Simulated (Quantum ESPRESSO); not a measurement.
# C (Fd-3m) in Quantum ESPRESSO: further runs

One crystal, C, is run at these levels: LDA; tasks: band structure, single point, equation of state.

Program: Quantum ESPRESSO 7.5. These are calculated values, not measurements. Logs are shortened: lines on timing, memory, paths and dates and some standing lists are left out, and cuts for length are marked.

**Measured values to compare with.**

From “Equation of state of cubic boron nitride at high pressures and temperatures”, 2007, arxiv:cond-mat/0702656, for a bulk crystal of C: bulk modulus 444.8 ± 0.8 GPa.

How close the calculation comes is told below.

**1. The structure**

Symmetry: Fd-3m, No. 227, cubic system. The conventional cell has a = 3.567 Å, b = 3.567 Å, c = 3.567 Å, α = 90.00°, β = 90.00°, γ = 90.00°. C (site symmetry -43m) is surrounded by 4 C at 1.54 Å.

This isn't the form of C at room conditions, which is graphite.

**2. Band structure, LDA**

pw.in

```
&CONTROL
  calculation = 'scf'
  prefix = 'pwscf'
  outdir = './tmp'
  pseudo_dir = './pseudo'
  tprnfor = .true.
  tstress = .true.
  disk_io = 'low'
/
&SYSTEM
  ibrav = 0
  nat = 2
  ntyp = 1
  ecutwfc = 82
  nbnd = 9
  occupations = 'smearing'
  smearing = 'fd'
  degauss = 0.00367493
/
&ELECTRONS
  conv_thr = 4d-10
  electron_maxstep = 120
  mixing_beta = 0.5
/
ATOMIC_SPECIES
C     12.0110 C.upf
CELL_PARAMETERS angstrom
   0.0000000000    1.7833700000    1.7833700000
   1.7833700000    0.0000000000    1.7833700000
   1.7833700000    1.7833700000    0.0000000000
ATOMIC_POSITIONS angstrom
C      2.6750550000    2.6750550000    2.6750550000
C      1.7833700000    1.7833700000    1.7833700000
K_POINTS automatic
13 13 13 0 0 0
```

bands.in

```
&CONTROL
  calculation = 'bands'
  prefix = 'pwscf'
  outdir = './tmp'
  pseudo_dir = './pseudo'
  disk_io = 'low'
  verbosity = 'high'
/
&SYSTEM
  ibrav = 0
  nat = 2
  ntyp = 1
  ecutwfc = 82
  nbnd = 9
  occupations = 'smearing'
  smearing = 'fd'
  degauss = 0.00367493
/
&ELECTRONS
  conv_thr = 1d-08
  electron_maxstep = 120
  mixing_beta = 0.5
  diago_full_acc = .true.
/
ATOMIC_SPECIES
C     12.0110 C.upf
CELL_PARAMETERS angstrom
   0.0000000000    1.7833700000    1.7833700000
   1.7833700000    0.0000000000    1.7833700000
   1.7833700000    1.7833700000    0.0000000000
ATOMIC_POSITIONS angstrom
C      2.6750550000    2.6750550000    2.6750550000
C      1.7833700000    1.7833700000    1.7833700000
K_POINTS crystal
60
 0.0000000000  0.0000000000  0.0000000000 1
 0.0625000000  0.0000000000  0.0625000000 1
 0.1250000000  0.0000000000  0.1250000000 1
 0.1875000000  0.0000000000  0.1875000000 1
 0.2500000000  0.0000000000  0.2500000000 1
 0.3125000000  0.0000000000  0.3125000000 1
 0.3750000000  0.0000000000  0.3750000000 1
 0.4375000000  0.0000000000  0.4375000000 1
 0.5000000000  0.0000000000  0.5000000000 1
 0.5000000000  0.0625000000  0.5625000000 1
 0.5000000000  0.1250000000  0.6250000000 1
 0.5000000000  0.1875000000  0.6875000000 1
 0.5000000000  0.2500000000  0.7500000000 1
 0.4375000000  0.3125000000  0.7500000000 1
 0.3750000000  0.3750000000  0.7500000000 1
 0.3375000000  0.3375000000  0.6750000000 1
 0.3000000000  0.3000000000  0.6000000000 1
 0.2625000000  0.2625000000  0.5250000000 1
 0.2250000000  0.2250000000  0.4500000000 1
 0.1875000000  0.1875000000  0.3750000000 1
 0.1500000000  0.1500000000  0.3000000000 1
 0.1125000000  0.1125000000  0.2250000000 1
 0.0750000000  0.0750000000  0.1500000000 1
 0.0375000000  0.0375000000  0.0750000000 1
 0.0000000000  0.0000000000  0.0000000000 1
 0.0625000000  0.0625000000  0.0625000000 1
 0.1250000000  0.1250000000  0.1250000000 1
 0.1875000000  0.1875000000  0.1875000000 1
 0.2500000000  0.2500000000  0.2500000000 1
 0.3125000000  0.3125000000  0.3125000000 1
 0.3750000000  0.3750000000  0.3750000000 1
 0.4375000000  0.4375000000  0.4375000000 1
 0.5000000000  0.5000000000  0.5000000000 1
 0.5250000000  0.4500000000  0.5250000000 1
 0.5500000000  0.4000000000  0.5500000000 1
 0.5750000000  0.3500000000  0.5750000000 1
 0.6000000000  0.3000000000  0.6000000000 1
 0.6250000000  0.2500000000  0.6250000000 1
 0.5833333333  0.2500000000  0.6666666667 1
 0.5416666667  0.2500000000  0.7083333333 1
 0.5000000000  0.2500000000  0.7500000000 1
 0.5000000000  0.2857142857  0.7142857143 1
 0.5000000000  0.3214285714  0.6785714286 1
 0.5000000000  0.3571428571  0.6428571429 1
 0.5000000000  0.3928571429  0.6071428571 1
 0.5000000000  0.4285714286  0.5714285714 1
 0.5000000000  0.4642857143  0.5357142857 1
 0.5000000000  0.5000000000  0.5000000000 1
 0.4821428571  0.4821428571  0.5357142857 1
 0.4642857143  0.4642857143  0.5714285714 1
 0.4464285714  0.4464285714  0.6071428571 1
 0.4285714286  0.4285714286  0.6428571429 1
 0.4107142857  0.4107142857  0.6785714286 1
 0.3928571429  0.3928571429  0.7142857143 1
 0.3750000000  0.3750000000  0.7500000000 1
 0.6250000000  0.2500000000  0.6250000000 1
 0.5937500000  0.1875000000  0.5937500000 1
 0.5625000000  0.1250000000  0.5625000000 1
 0.5312500000  0.0625000000  0.5312500000 1
 0.5000000000  0.0000000000  0.5000000000 1
```

Potentials or basis: PseudoDojo 0.4.1 SR LDA standard.

On the command line:

```
OMP_NUM_THREADS=1 pw.x -in pw.in > pw.out
OMP_NUM_THREADS=1 pw.x -in bands.in > bands.out
```

pw.out:

```text
This program is part of the open-source Quantum ESPRESSO suite
     for quantum simulation of materials; please cite
         "P. Giannozzi et al., J. Phys.:Condens. Matter 21 395502 (2009);
         "P. Giannozzi et al., J. Phys.:Condens. Matter 29 465901 (2017);
         "P. Giannozzi et al., J. Chem. Phys. 152 154105 (2020);
     in publications or presentations arising from this work. More details at

     Message from routine setup:
     using ibrav=0 with symmetry is DISCOURAGED, use correct ibrav instead

     G-vector sticks info
     --------------------
     sticks:   dense  smooth     PW     G-vecs:    dense   smooth      PW
     Sum         511     511    163                 7727     7727    1411

     Using Slab Decomposition

     bravais-lattice index     =            0
     lattice parameter (alat)  =       4.7660  a.u.
     unit-cell volume          =      76.5510 (a.u.)^3
     number of atoms/cell      =            2
     number of atomic types    =            1
     number of electrons       =         8.00
     number of Kohn-Sham states=            9
     kinetic-energy cutoff     =      82.0000  Ry
     charge density cutoff     =     328.0000  Ry
     scf convergence threshold =      4.0E-10
     mixing beta               =       0.5000
     number of iterations used =            8  plain     mixing
     Exchange-correlation= SLA  PW   NOGX NOGC
                           (   1   4   0   0   0   0   0)

     celldm(1)=   4.766014  celldm(2)=   0.000000  celldm(3)=   0.000000
     celldm(4)=   0.000000  celldm(5)=   0.000000  celldm(6)=   0.000000

     crystal axes: (cart. coord. in units of alat)
               a(1) = (   0.000000   0.707107   0.707107 )
               a(2) = (   0.707107   0.000000   0.707107 )
               a(3) = (   0.707107   0.707107   0.000000 )

     reciprocal axes: (cart. coord. in units 2 pi/alat)
               b(1) = ( -0.707107  0.707107  0.707107 )
               b(2) = (  0.707107 -0.707107  0.707107 )
               b(3) = (  0.707107  0.707107 -0.707107 )

     PseudoPot. # 1 for C  read from file:
     C.upf
     Pseudo is Norm-conserving + core correction, Zval =  4.0
     Generated using ONCVPSP code by D. R. Hamann
     Using radial grid of 1234 points,  4 beta functions with:
                l(1) =   0
                l(2) =   0
                l(3) =   1
                l(4) =   1

     atomic species   valence    mass     pseudopotential
     C                 4.00    12.01100     C ( 1.00)

     48 Sym. Ops., with inversion, found (24 have fractional translation)

   Cartesian axes

     site n.     atom                  positions (alat units)
         1        C      tau(   1) = (   1.0606602   1.0606602   1.0606602  )
         2        C      tau(   2) = (   0.7071068   0.7071068   0.7071068  )

     number of k points=    84  Fermi-Dirac smearing, width (Ry)=  0.0037
                       cart. coord. in units 2pi/alat
        k(    1) = (   0.0000000   0.0000000   0.0000000), wk =   0.0009103
        k(    2) = (   0.0543928   0.0543928  -0.0543928), wk =   0.0072827
        k(    3) = (   0.1087857   0.1087857  -0.1087857), wk =   0.0072827
        k(    4) = (   0.1631785   0.1631785  -0.1631785), wk =   0.0072827
        k(    5) = (   0.2175713   0.2175713  -0.2175713), wk =   0.0072827
        k(    6) = (   0.2719641   0.2719641  -0.2719641), wk =   0.0072827
[... 76 lines left out ...]
        k(   83) = (   0.0000000  -0.4351426   0.6527140), wk =   0.0218480
        k(   84) = (  -0.0543928  -0.3807498   0.7071068), wk =   0.0218480

     Dense  grid:     7727 G-vectors     FFT dimensions: (  32,  32,  32)

     Initial potential from superposition of free atoms

     starting charge       7.9999, renormalised to       8.0000
     Starting wfcs are    8 randomized atomic wfcs +    1 random wfcs

     Self-consistent Calculation

     iteration #  1     ecut=    82.00 Ry     beta= 0.50
     Davidson diagonalization with overlap
     ethr =  1.00E-02,  avg # of iterations =  4.5

     total energy              =     -24.12907865 Ry
     estimated scf accuracy    <       0.12274060 Ry

     iteration #  2     ecut=    82.00 Ry     beta= 0.50
     Davidson diagonalization with overlap
     ethr =  1.53E-03,  avg # of iterations =  1.1

     total energy              =     -24.12667241 Ry
     estimated scf accuracy    <       0.01610304 Ry

     iteration #  3     ecut=    82.00 Ry     beta= 0.50
     Davidson diagonalization with overlap
     ethr =  2.01E-04,  avg # of iterations =  2.5

     total energy              =     -24.12852213 Ry
     estimated scf accuracy    <       0.00018757 Ry

     iteration #  4     ecut=    82.00 Ry     beta= 0.50
     Davidson diagonalization with overlap
     ethr =  2.34E-06,  avg # of iterations =  5.0

     total energy              =     -24.12854210 Ry
     estimated scf accuracy    <       0.00002036 Ry

     iteration #  5     ecut=    82.00 Ry     beta= 0.50
     Davidson diagonalization with overlap
     ethr =  2.55E-07,  avg # of iterations =  2.0

     total energy              =     -24.12854531 Ry
     estimated scf accuracy    <       0.00000024 Ry

     iteration #  6     ecut=    82.00 Ry     beta= 0.50
     Davidson diagonalization with overlap
     ethr =  3.02E-09,  avg # of iterations =  2.0

     total energy              =     -24.12854522 Ry
     estimated scf accuracy    <       0.00000024 Ry

     iteration #  7     ecut=    82.00 Ry     beta= 0.50
     Davidson diagonalization with overlap
     ethr =  3.02E-09,  avg # of iterations =  2.0

     total energy              =     -24.12854523 Ry
     estimated scf accuracy    <       0.00000015 Ry

     iteration #  8     ecut=    82.00 Ry     beta= 0.50
     Davidson diagonalization with overlap
     ethr =  1.87E-09,  avg # of iterations =  1.0

     total energy              =     -24.12854523 Ry
     estimated scf accuracy    <       0.00000001 Ry

     iteration #  9     ecut=    82.00 Ry     beta= 0.50
     Davidson diagonalization with overlap
     ethr =  1.55E-10,  avg # of iterations =  1.0

     total energy              =     -24.12854523 Ry
     estimated scf accuracy    <          3.0E-09 Ry

     iteration # 10     ecut=    82.00 Ry     beta= 0.50
     Davidson diagonalization with overlap
     ethr =  3.77E-11,  avg # of iterations =  2.0

     End of self-consistent calculation

          k = 0.0000 0.0000 0.0000 (   941 PWs)   bands (ev):

    -8.2200  13.1282  13.1282  13.1282  18.6878  18.6878  18.6878  26.6461
    32.1217

          k = 0.0544 0.0544-0.0544 (   944 PWs)   bands (ev):

    -8.0563  12.0724  12.8487  12.8487  19.0516  19.0516  19.3207  26.7592
    32.3878

          k = 0.1088 0.1088-0.1088 (   941 PWs)   bands (ev):

    -7.5670   9.8203  12.2185  12.2185  19.8751  19.8751  20.3743  27.0860
    32.9810

          k = 0.1632 0.1632-0.1632 (   947 PWs)   bands (ev):

    -6.7572   7.2331  11.5360  11.5360  20.7074  20.7074  21.1912  27.5624
    33.4460

          k = 0.2176 0.2176-0.2176 (   956 PWs)   bands (ev):

    -5.6393   4.6396  10.9592  10.9592  21.2577  21.2577  21.7123  28.0461
    33.6818

          k = 0.2720 0.2720-0.2720 (   947 PWs)   bands (ev):

    -4.2466   2.2098  10.5545  10.5545  21.4922  21.4922  22.0124  28.3779
    34.0388

          k = 0.3264 0.3264-0.3264 (   969 PWs)   bands (ev):

    -2.7560   0.1865  10.3477  10.3477  21.5491  21.5491  22.1501  28.5141
    34.5370

          k = 0.1088-0.0000 0.0000 (   945 PWs)   bands (ev):

    -8.0018  12.3301  12.3301  12.6199  18.5239  19.6671  19.6671  26.7257
    32.4869

          k = 0.1632 0.0544-0.0544 (   943 PWs)   bands (ev):

    -7.6211  10.5817  11.5972  12.3308  18.7760  20.6294  20.6751  26.7664
    33.0060

          k = 0.2176 0.1088-0.1088 (   951 PWs)   bands (ev):

    -6.9183   8.1426  10.9038  11.7429  19.5425  21.5407  21.5654  26.8891
    33.5340

          k = 0.2720 0.1632-0.1632 (   955 PWs)   bands (ev):

    -5.9027   5.5757  10.3741  11.0511  20.3126  22.1190  22.1544  27.2031
    33.7941

          k = 0.3264 0.2176-0.2176 (   959 PWs)   bands (ev):

    -4.5977   3.1015  10.0595  10.4252  20.8158  22.2939  22.4950  27.7609
    33.8439

          k = 0.3807 0.2720-0.2720 (   956 PWs)   bands (ev):

    -3.0945   0.9044   9.9466   9.9762  21.1096  22.1939  22.6590  28.3126
    33.9687

          k =-0.2720-0.3807 0.3807 (   969 PWs)   bands (ev):

    -2.2989  -0.0667   9.6580  10.1208  21.3521  21.9747  22.6838  28.5438
    34.0536
[... 303 lines left out ...]
    -3.9655   5.1662   6.3080   8.9316  20.4080  23.1417  24.5436  26.4433
    33.9388

          k =-0.2176-0.4351 0.6527 (   960 PWs)   bands (ev):

    -2.6213   3.4128   5.8057   8.1547  21.3739  22.9010  25.1489  27.3519
    32.5904

          k =-0.1632-0.3807 0.5983 (   958 PWs)   bands (ev):

    -1.2130   1.6369   5.7669   7.6437  21.6266  22.9768  26.4078  27.4990
    31.1681

          k =-0.1632-0.4895 0.7071 (   958 PWs)   bands (ev):

    -2.1535   3.8025   5.5825   6.9711  20.3805  22.2475  25.5061  28.2529
    33.6944

          k =-0.1088-0.4351 0.6527 (   962 PWs)   bands (ev):

    -0.7552   2.5041   4.8888   6.4578  21.2545  23.3945  25.3147  28.0338
    32.5790

          k =-0.0544-0.3807 0.5983 (   960 PWs)   bands (ev):

    -0.0840   1.8652   4.3871   6.6306  21.6553  24.1917  26.2076  26.6830
    31.8137

          k = 0.0000-0.3264 0.5439 (   966 PWs)   bands (ev):

    -1.2712   2.9644   4.4228   7.2718  22.1459  23.1543  25.5365  27.7689
    31.5498

          k =-0.0544-0.4895 0.7071 (   964 PWs)   bands (ev):

    -0.0814   2.0362   5.3315   5.7075  20.6305  21.2403  27.1461  28.4216
    34.1745

          k = 0.0000-0.4351 0.6527 (   964 PWs)   bands (ev):

     0.8412   1.4658   4.3059   5.8939  21.2174  23.2958  26.5240  27.0954
    33.2962

          k =-0.0544-0.3807 0.7071 (   961 PWs)   bands (ev):

     0.5163   1.9596   4.4294   5.4108  23.1944  23.3332  25.2601  26.4682
    33.2799

     the Fermi energy is    15.1726 ev

!    total energy              =     -24.12854523 Ry
     estimated scf accuracy    <          3.6E-10 Ry
     smearing contrib. (-TS)   =       0.00000000 Ry
     internal energy E=F+TS    =     -24.12854523 Ry

     The total energy is F=E-TS. E is the sum of the following terms:
     one-electron contribution =       8.19703863 Ry
     hartree contribution      =       1.91373872 Ry
     xc contribution           =      -8.66463408 Ry
     ewald contribution        =     -25.57468850 Ry

     convergence has been achieved in  10 iterations

     Forces acting on atoms (cartesian axes, Ry/au):

     atom    1 type  1   force =     0.00000000    0.00000000    0.00000000
     atom    2 type  1   force =     0.00000000    0.00000000    0.00000000

     Total force =     0.000000     Total SCF correction =     0.000000

     Computing stress (Cartesian axis) and pressure

          total   stress  (Ry/bohr**3)                   (kbar)     P=     -112.15
  -0.00076237   0.00000000  -0.00000000         -112.15        0.00       -0.00
  -0.00000000  -0.00076237  -0.00000000           -0.00     -112.15       -0.00
  -0.00000000  -0.00000000  -0.00076237           -0.00       -0.00     -112.15

=------------------------------------------------------------------------------=
   JOB DONE.
=------------------------------------------------------------------------------=
```

Run time: 10 s. Hardware: 1 thread of Intel Xeon Platinum 8488C (Sapphire Rapids), shared host; peak memory 0.09 GiB.

What came out:

```
Free energy             : -328.2856 eV
Pressure                : -11.2 GPa
Band gap on the k mesh  : 4.15 eV, indirect (least direct gap 5.56 eV)
Band gap along the path : 4.14 eV, indirect (least direct gap 5.56 eV)
```

Levels at the corners of the path, in eV from the valence-band top:
| point | band 1 | band 2 | band 3 | band 4 | band 5 | band 6 | band 7 | band 8 | band 9 |
| --- | --- | --- | --- | --- | --- | --- | --- | --- | --- |
| Γ | -21.35 | 0.00 | 0.00 | 0.00 | 5.56 | 5.56 | 5.56 | 13.52 | 18.99 |
| X | -12.64 | -12.64 | -6.32 | -6.32 | 4.76 | 4.76 | 16.61 | 16.61 | 22.90 |
| W | -11.80 | -11.80 | -8.38 | -8.38 | 10.49 | 10.49 | 12.34 | 12.34 | 21.07 |
| K | -12.79 | -11.61 | -9.38 | -5.38 | 5.67 | 10.69 | 14.24 | 15.51 | 18.53 |
| Γ | -21.35 | 0.00 | 0.00 | 0.00 | 5.56 | 5.56 | 5.56 | 13.52 | 18.99 |
| L | -15.51 | -13.39 | -2.81 | -2.81 | 8.42 | 8.42 | 9.04 | 15.40 | 21.51 |
| U | -12.79 | -11.61 | -9.38 | -5.38 | 5.67 | 10.69 | 14.24 | 15.51 | 18.53 |
| W | -11.80 | -11.80 | -8.38 | -8.38 | 10.49 | 10.49 | 12.34 | 12.34 | 21.07 |
| L | -15.51 | -13.39 | -2.81 | -2.81 | 8.42 | 8.42 | 9.04 | 15.40 | 21.51 |
| K | -12.79 | -11.61 | -9.38 | -5.38 | 5.67 | 10.69 | 14.24 | 15.51 | 18.53 |
| U | -12.79 | -11.61 | -9.38 | -5.38 | 5.67 | 10.69 | 14.24 | 15.51 | 18.53 |
| X | -12.64 | -12.64 | -6.32 | -6.32 | 4.76 | 4.76 | 16.61 | 16.61 | 22.90 |

(Part 1 of 2 ends here.)
